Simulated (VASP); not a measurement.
Runs of VASP 6.6.1 on Ti. It takes space group Pm-3m (No. 221, cubic). The conventional cell has a = 2.674 Å, b = 2.674 Å, c = 2.674 Å, α = 90.00°, β = 90.00°, γ = 90.00°. Ti (site symmetry m-3m) is surrounded by 6 Ti at 2.67 Å. This isn't the form of Ti at room conditions, which is hcp.

```tsv
cell	k mesh	gap on the mesh (eV)	pressure (GPa)
Pm-3m, 19.13 Å³/atom	19 × 19 × 19	none	-0.2
Pm-3m, 19.13 Å³/atom	13 × 13 × 13	none	-0.2
Pm-3m, 18.36 Å³/atom	13 × 13 × 13	none	2.9
Pm-3m, 16.83 Å³/atom	13 × 13 × 13	none	(a)
```

Alike in all rows: task single point; level BLYP; potentials or basis VASP PAW PBE potentials, release 64 (Ti_sv); no spin polarisation; cutoff (eV) 520; smearing fermi-dirac 0.1 eV.

**Question.** Estimate the missing entries.

**Answer.** (a) 11.3.

Caveats: the PAW data sets were made with another functional, which shifts forces and pressure a little.

A gap of «none» marks a metal or a gap under the smearing width.
